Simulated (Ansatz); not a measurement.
# ZnS (Wurtzite-6H) (P6_3mc) in Ansatz: settings compared

Aim: see how the results for ZnS (Wurtzite-6H) move with the level of theory and the settings. Levels: PBE+D4, revPBE+D4, PBE. Tasks: relaxation of cell and atoms, single point.

All numbers are computed with Ansatz 0.2.0; they aren't measurements. Logs are shortened: lines on timing, memory, paths and dates and some standing lists are left out, and cuts for length are marked.

**Experimental background.**

From a printed reference work, monograph, for a bulk crystal of ZnS at 4 K: band gap 3.911 eV (direct).

The runs below are set against these values where they give the same quantity.

### Step 1. Starting point

The structure is hexagonal, space group P6_3mc (No. 186). Conventional cell: a = 3.812 Å, b = 3.812 Å, c = 18.690 Å, α = 90.00°, β = 90.00°, γ = 120.00°. Around Zn (site symmetry 3m) lie 4 S at 2.33 to 2.34 Å. Zn (site symmetry 3m) is surrounded by 4 S at 2.33 to 2.34 Å. Zn (site symmetry 3m) is surrounded by 4 S at 2.33 to 2.34 Å. Around S (site symmetry 3m) lie 4 Zn at 2.33 to 2.34 Å. S (site symmetry 3m) has 4 Zn at 2.33 to 2.34 Å as nearest neighbours. S (site symmetry 3m) has 4 Zn at 2.33 to 2.34 Å as nearest neighbours.

### Step 2. Relaxation of cell and atoms, PBE+D4

Input file input.yaml:

```yaml
crystal:
  lattice:
    - [3.812, 0.0, 0.0]
    - [-1.906, 3.3012888392, 0.0]
    - [0.0, 0.0, 18.68999]
  atoms:
    - { symbol: Zn, position: [0.3333333333, 0.6666666667, 0.83333] }
    - { symbol: Zn, position: [0.6666666667, 0.3333333333, 0.33333] }
    - { symbol: Zn, position: [0.6666666667, 0.3333333333, 0.66667] }
    - { symbol: Zn, position: [0.3333333333, 0.6666666667, 0.16667] }
    - { symbol: Zn, position: [0.0, 0.0, 0.5] }
    - { symbol: Zn, position: [0.0, 0.0, 0.0] }
    - { symbol: S, position: [0.3333333333, 0.6666666667, 0.95833] }
    - { symbol: S, position: [0.6666666667, 0.3333333333, 0.45833] }
    - { symbol: S, position: [0.6666666667, 0.3333333333, 0.79167] }
    - { symbol: S, position: [0.3333333333, 0.6666666667, 0.29167] }
    - { symbol: S, position: [0.0, 0.0, 0.625] }
    - { symbol: S, position: [0.0, 0.0, 0.125] }
hamiltonian:
  xc: pbe
  pseudopotentials: { kind: paw }
  dispersion: d4
kpoints:
  mp_grid: { grid: [8, 8, 2] }
scf:
  occupations: { method: fermi_dirac, width: 0.05 }
output:
  forces: true
  stress: true
relax:
  f_tol: 0.01
  max_steps: 40
  cell: { stress_tol: 0.05 }
```

Potentials or basis: Ansatz PAW.

Launch:

```console
ansatz run input.yaml --threads 2 --pin off --max-ram 5120MiB --backend cpu --events-out ev --progress --plain --runs-dir out
```

The program printed:

```text
Warning: RAYON_NUM_THREADS=2 ignored (pool sized by the plan → 2); use --threads N
Engine: ansatz 0.2.0, aarch64-unknown-linux-gnu
Pseudopotentials: kind: paw
Pseudopotential: Zn, paw, valence charge 12, recommended cutoff 420 eV (normal), Zn.paw.azcp
Pseudopotential: S, paw, valence charge 6, recommended cutoff 420 eV (normal), S.paw.azcp
Functional definition: PBE
  parameter kappa = 0.804
  parameter beta = 0.06672455060314922
  exchange = pbe_x(kappa = kappa, mu = beta*pi^2/3)
  correlation = pbe_c(beta = beta)
Crystal: 12 atoms, lattice volume = 235.204 Å³
Basis set: ecut = 420 eV, 4611 PW (Γ), exchange–correlation on 54×54×250 points (8 copies of the dense FFT grid, shifted against one another)
Bands: 66, of which v1, the nominal top of the filled ones, is band 54 counted from 1 (53 counted from 0)
Symmetry: 12 space group operations
Space group: P63mc (ITA 186), of the structure as read, at distance tolerance 6.2e-5 Å
k-points: 20 of 128
Non-local potential: Zn, projectors of the file, l = 0: 2, l = 1: 2, l = 2: 3, l = 3: 1
Non-local potential: S, projectors of the file, l = 0: 2, l = 1: 2, l = 2: 2
PAW form: soft (Blöchl's): semilocal exchange-correlation on the pseudo side does not see the compensation charge
PAW one-centre angular grid: Zn, 590 points (default); XC on 64 Gauss nodes
PAW one-centre angular grid: S, 110 points (default); XC on 64 Gauss nodes
Initial density: superposition of atomic densities (neutral atoms: chi_scale 0, normalization atom), corrected by the library's trained network
Initial wavefunctions: pseudopotential atomic-orbital guess
Functional: x = pbe(κ = 0.804, μ = 0.2195149727645171), c = pbe(β = 0.06672455060314922)
SCF iter   1: F=—  HF=-25340.044496 eV  |F-HF|=—  |Δ(HF+E_count)|=         —  Δρ=6.22e-4  dr2=1.90e-3  ethr=1.77e-3  ⟨swp⟩=10.3  Hψ=6092  notcnv=0  defer=2
preconditioner: auto → Resta (q_TF=auto, 2.396 Å⁻¹)  ε∞=6.6  [insulator: Δε(μ)=2.156 eV  Ē_g=10.663 eV  σ=0.050 eV  W_gap=1.00  n_scr=68 (ndim 8)  ℏωp=25.2 eV  f_vac=0.030  D(μ)=0.00/eV (n_scr^D=0)  ε∞_Penn≈6.6]
SCF iter   2: F=—  HF=-25340.046687 eV  |F-HF|=—  |Δ(HF+E_count)|=   2.19e-3  Δρ=5.40e-4  dr2=8.02e-4  ethr=1.76e-6  ⟨swp⟩=3.0  Hψ=3139  notcnv=0  defer=5
SCF iter   3: F=—  HF=-25340.046842 eV  |F-HF|=—  |Δ(HF+E_count)|=   1.55e-4  Δρ=3.04e-4  dr2=1.60e-4  ethr=7.43e-7  ⟨swp⟩=2.0  Hψ=2178  notcnv=0  defer=5
SCF iter   4: F=—  HF=-25340.046769 eV  |F-HF|=—  |Δ(HF+E_count)|=   7.34e-5  Δρ=8.99e-5  dr2=2.19e-5  ethr=1.48e-7  ⟨swp⟩=2.0  Hψ=2178  notcnv=0  defer=5
SCF iter   5: F=—  HF=-25340.046549 eV  |F-HF|=—  |Δ(HF+E_count)|=   2.19e-4  Δρ=3.48e-5  dr2=6.51e-6  ethr=2.02e-8  ⟨swp⟩=2.0  Hψ=1578  notcnv=0  defer=5
SCF iter   6: F=—  HF=-25340.046550 eV  |F-HF|=—  |Δ(HF+E_count)|=   1.02e-6  Δρ=1.39e-5  dr2=9.20e-7  ethr=6.03e-9  ⟨swp⟩=2.1  Hψ=1685  notcnv=0  defer=5
SCF iter   7: F=-25340.046551 eV  HF=-25340.046551 eV  |F-HF|=2.62e-8  |Δ(HF+E_count)|=   2.46e-7  Δρ=4.73e-6  dr2=4.98e-8  ethr=9.26e-11  ⟨swp⟩=3.0  Hψ=5622  notcnv=0
SCF 1 converged in 7 iterations: F = -25340.046551 eV  dr2 = 4.98e-8
relax step   1: F+E_penalty+E_count = -25340.04655057 eV  Δ(F+E_penalty+E_count) = +0.000e0 eV  max|allowed force component| = 3.321e-2 eV/Å  Δτ_max = 0.0000 Å  P = -0.591 GPa  Ω = 235.204 Å³  (7 SCF iters, dr2 threshold 1.00e-7 eV, accepted)
Crystal: 12 atoms, lattice volume = 234.090 Å³
Initial density: handed on by an earlier stage of this run
Initial wavefunctions: those handed on with the density
iter 1 solved again at ethr=1.50e-7 eV; its pass at ethr=3.10e-3 eV (dr2=1.62e-4 eV) is discarded
SCF iter   1: F=—  HF=-25340.050391 eV  |F-HF|=—  |Δ(HF+E_count)|=         —  Δρ=2.78e-4  dr2=1.42e-4  ethr=1.50e-7  ⟨swp⟩=2.4  Hψ=5677  notcnv=0
preconditioner: auto → Resta (q_TF=auto, 2.398 Å⁻¹)  ε∞=6.6  [insulator: Δε(μ)=2.181 eV  Ē_g=10.682 eV  σ=0.050 eV  W_gap=1.00  n_scr=68 (ndim 8)  ℏωp=25.2 eV  f_vac=0.028  D(μ)=0.00/eV (n_scr^D=0)  ε∞_Penn≈6.6]
[... 30 lines left out ...]
SCF converged after 6 iterations
Free energy (F): -25340.050324 eV
Harris-Foulkes:  -25340.050324 eV  (|F-HF|=4.73e-11)
Internal energy: -25340.050324 eV  (E = F + TS)
E sigma→0 (E₀):  -25340.050324 eV
Fermi energy:    7.116866 eV
--- Per-component energies (eV) ---
  E_band       = 45.656719
  E_kinetic    = 1432.566955
  E_local      = -12195.109981  (includes V_loc(G=0)·N_el)
  E_nonlocal   = 3855.684053
  E_hartree    = 5101.896314
  E_xc         = -1407.874208
  E_vxc        = -839.287329  (∫ρ·V_xc dr)
  E_paw        = -14570.075044  (= ΣΔE_a)
  E_vpaw       = -2411.987256  (= ΣTr[D̂ρ^β])
  E_aug_tail   = -0.002168  (compensation charges beyond the density's cutoff)
  E_ewald      = -7553.408864
  E_disp       = -3.727381  (pairwise vdW)
  E_smearing   = -0.000000  (= −TS)
  E_closure    = -0.000000  (closes the sum)
  Σ components = -25340.050324   (vs F -25340.050324, Δ=0.00e0)
--- Forces (eV/Å), atoms counted from 1 ---
  atom   1  Zn    -0.00000000    -0.00000000     0.00126133
  atom   2  Zn     0.00000000     0.00000000     0.00126133
  atom   3  Zn    -0.00000000    -0.00000000     0.00146552
  atom   4  Zn     0.00000000     0.00000000     0.00146552
  atom   5  Zn     0.00000000     0.00000000    -0.00009483
  atom   6  Zn    -0.00000000    -0.00000000    -0.00009483
  atom   7  S      0.00000000     0.00000000    -0.00123114
  atom   8  S     -0.00000000    -0.00000000    -0.00123114
  atom   9  S      0.00000000     0.00000000    -0.00129813
  atom  10  S     -0.00000000    -0.00000000    -0.00129813
  atom  11  S      0.00000000     0.00000000    -0.00010325
  atom  12  S      0.00000000    -0.00000000    -0.00010325
  max |Σ_I F_I| component: 9.87e-7 eV/Å
--- Stress (GPa, compression-positive) ---
        0.005419      -0.000000      -0.000000
       -0.000000       0.005419      -0.000000
       -0.000000      -0.000000       0.002829
  P = ⅓ Tr σ = 0.0046 GPa (0.046 kbar)
--- Relaxed structure (3 steps of the walk, 3 accepted, 1 SCFs on fresh bases) ---
  F+E_penalty+E_count = -25340.05032412 eV   max|allowed force component| = 1.466e-3 eV/Å   (the final SCF, on the basis selected at the relaxed cell)
  cell:  # Å, volume = 233.3432 Å³
    - [3.8004192447886322, 1.0149163758464706e-32, 0.0]
    - [-1.9002096223943161, 3.2912596110182264, -8.58343129101444e-36]
    - [0.0, -4.859442866349859e-35, 18.655270044627834]
  atoms:
    - { symbol: Zn, position: [0.3333333333333333, 0.6666666666666666, 0.8332777006167271] }
    - { symbol: Zn, position: [0.6666666666666665, 0.3333333333333333, 0.33327770061672723] }
    - { symbol: Zn, position: [0.6666666666666665, 0.3333333333333333, 0.6668573031551245] }
    - { symbol: Zn, position: [0.3333333333333333, 0.6666666666666666, 0.16685730315512456] }
    - { symbol: Zn, position: [-3.240305481772805e-33, -2.2338871587923666e-33, 0.500042178591627] }
    - { symbol: Zn, position: [3.392707027480839e-33, 2.005393804138958e-33, 4.217859162709228e-5] }
    - { symbol: S, position: [0.3333333333333333, 0.6666666666666666, 0.9580921297181635] }
    - { symbol: S, position: [0.6666666666666665, 0.3333333333333333, 0.45809212971816377] }
    - { symbol: S, position: [0.6666666666666665, 0.3333333333333333, 0.7916341109176891] }
    - { symbol: S, position: [0.3333333333333333, 0.6666666666666666, 0.2916341109176892] }
    - { symbol: S, position: [-3.05486808504164e-33, -1.7282848421124837e-33, 0.6250965770006681] }
    - { symbol: S, position: [2.97463786432978e-33, 2.1123481403597024e-33, 0.12509657700066823] }
```

Wall time 42 s (2 threads of Arm Neoverse V2, shared host); peak memory 0.6 GiB.

Results:

```
Free energy                            : -25340.0503 eV
Relaxed volume                         : 19.45 Å³/atom
Relaxed cell                           : a = 3.800 Å, b = 3.800 Å, c = 18.655 Å, α = 90.00°, β = 90.00°, γ = 120.00°
Space group after relaxing (to 0.05 Å) : P6_3mc (No. 186)
Energy gained by relaxing              : 0.3 meV/atom
Ionic steps                            : 4
Pressure after relaxing                : 0.0 GPa
Band gap on the k mesh                 : 2.19 eV
```

Step by step:
```
step  energy change (eV)  largest force (eV/Å)  volume (Å³)
   1              0.0000                0.0332       235.20
   2             -0.0036                0.0102       234.09
   3             -0.0045                0.0015       233.34
   4             -0.0038                0.0015       233.34
```

Final structure:
```
Zn S
1.0
     3.80042    0.00000    0.00000
    -1.90021    3.29126    0.00000
     0.00000    0.00000   18.65527
Zn S
6 6
Cartesian
  0.0000 2.1942 15.5450
  1.9002 1.0971 6.2174
  1.9002 1.0971 12.4404
  0.0000 2.1942 3.1128
  0.0000 0.0000 9.3284
  0.0000 0.0000 0.0008
  0.0000 2.1942 17.8735
  1.9002 1.0971 8.5458
  1.9002 1.0971 14.7681
  0.0000 2.1942 5.4405
  0.0000 0.0000 11.6613
  0.0000 0.0000 2.3337
```

Caveat: the plane-wave basis is chosen anew once the cell has moved, so the energies of steps on either side of that aren't comparable.

### Step 3. Relaxation of cell and atoms, revPBE+D4

Changes to input.yaml since step 2:

```diff
@@ -19,3 +19,3 @@
 hamiltonian:
-  xc: pbe
+  xc: revpbe
   pseudopotentials: { kind: paw }
```

Potentials or basis: Ansatz PAW.

Launch:

```console
ansatz run input.yaml --threads 2 --pin off --max-ram 5120MiB --backend cpu --events-out ev --progress --plain --runs-dir out
```

Wall time 45 s (2 threads of Arm Neoverse V2, shared host); peak memory 0.6 GiB.

Results (log left out):

```
Free energy                            : -25381.0822 eV
Relaxed volume                         : 19.22 Å³/atom
Relaxed cell                           : a = 3.786 Å, b = 3.786 Å, c = 18.585 Å, α = 90.00°, β = 90.00°, γ = 120.00°
Space group after relaxing (to 0.05 Å) : P6_3mc (No. 186)
Energy gained by relaxing              : 1.7 meV/atom
Ionic steps                            : 4
Pressure after relaxing                : 0.0 GPa
Band gap on the k mesh                 : 2.37 eV
```

Forces on the atoms (eV/Å):
```
Zn   0.000  0.000  0.002
Zn   0.000  0.000  0.002
Zn   0.000  0.000  0.002
Zn   0.000  0.000  0.002
Zn   0.000  0.000  0.001
Zn   0.000  0.000  0.001
S    0.000  0.000 -0.002
S    0.000  0.000 -0.002
S    0.000  0.000 -0.002
S    0.000  0.000 -0.002
S    0.000  0.000 -0.001
S    0.000  0.000 -0.001
```

The path:
| step | energy change (eV) | largest force (eV/Å) | volume (Å³) |
| --- | --- | --- | --- |
| 1 | 0.0000 | 0.0339 | 235.20 |
| 2 | -0.0184 | 0.0122 | 232.54 |
| 3 | -0.0228 | 0.0021 | 230.65 |
| 4 | -0.0205 | 0.0021 | 230.65 |

Final structure:
```
CELL_PARAMETERS angstrom
3.78560 0.00000 0.00000
-1.89280 3.27843 0.00000
0.00000 0.00000 18.58456
ATOMIC_POSITIONS crystal
Zn 0.33333 0.66667 0.83328
Zn 0.66667 0.33333 0.33328
Zn 0.66667 0.33333 0.66687
Zn 0.33333 0.66667 0.16687
Zn 0.00000 0.00000 0.50005
Zn 0.00000 0.00000 0.00005
S 0.33333 0.66667 0.95807
S 0.66667 0.33333 0.45807
S 0.66667 0.33333 0.79163
S 0.33333 0.66667 0.29163
S 0.00000 0.00000 0.62509
S 0.00000 0.00000 0.12509
```

Caveat: the plane-wave basis is chosen anew once the cell has moved, so the energies of steps on either side of that aren't comparable; the PAW data sets come from PBE, with cores solved anew for the run's functional, which leaves a small shift of forces and pressure. A hybrid or GW would open this gap; revPBE tends to underestimate it.

(Continued in part 2 of 2.)
